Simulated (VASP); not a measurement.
This VASP 6.6.1 run on Si needs a look.

File run.py:

```python
from ase.calculators.vasp import Vasp
from ase.dft.bandgap import bandgap
from ase.io import read

atoms = read('Si.xyz')
calc = Vasp(
    directory='calc',
    xc='am05',
    pp='PBE',
    setups='recommended',
    prec='Accurate',
    encut=120,
    ediff=1e-06,
    ismear=-1,
    sigma=0.02,
    lreal=False,
    lasph=True,
    nelm=97,
    algo='Normal',
    isif=2,
    lwave=False,
    lcharg=False,
    kpts=[8, 8, 8],
    gamma=True,
)
atoms.calc = calc

print('energy (eV):', atoms.get_potential_energy())
print('free energy (eV):', atoms.get_potential_energy(force_consistent=True))
print('forces (eV/A):')
print(atoms.get_forces())
print('stress (eV/A^3, Voigt):', atoms.get_stress())
print('Fermi level (eV):', calc.get_fermi_level())
gap, top, bottom = bandgap(calc)
print('band gap (eV):', gap, 'from (spin, k, band)', top, 'to', bottom)
```

Contents of Si.xyz:

```xyz
4
Lattice="-3.3254442900 3.3254442900 1.9223856600 3.3254442900 -3.3254442900 1.9223856600 3.3254442900 3.3254442900 -1.9223856600" Properties=species:S:1:pos:R:3 pbc="T T T"
Si    -2.1362583620      2.1362583620      1.9223856600
Si     2.1362583620     -2.1362583620      1.9223856600
Si     2.1362583620      2.1362583620      1.9223856600
Si     1.1891859280      1.1891859280      0.0000000000
```

Potentials or basis: VASP PAW PBE potentials, release 64 (Si).

Launch:

```bash
$ python run.py
```

Output:

```text
energy (eV): -21.70715707
free energy (eV): -21.70715966
forces (eV/A):
[[ 0.00400542 -0.00400542  0.        ]
 [-0.00400542  0.00400542 -0.        ]
 [-0.00400542 -0.00400542 -0.        ]
 [ 0.00400542  0.00400542  0.        ]]
stress (eV/A^3, Voigt): [ 0.0034473   0.0034473   0.00364362  0.          0.         -0.        ]
Fermi level (eV): 5.64683421
[... 2 lines left out ...]
```

OUTCAR:

```text
ENCUT = 120.000000
[... 602 lines left out ...]
  free  energy   TOTEN  =       -21.7071596591 eV

  energy  without entropy=      -21.7071544865  energy(sigma->0) =      -21.70715707
```

Question: Diagnose the run.

Answer: The calculation finished and met its thresholds. The input holds a flaw that was put in on purpose: cutoff far too low (ENCUT = 120). The program doesn't stop on it, so the numbers can't be trusted though the run ends normally.
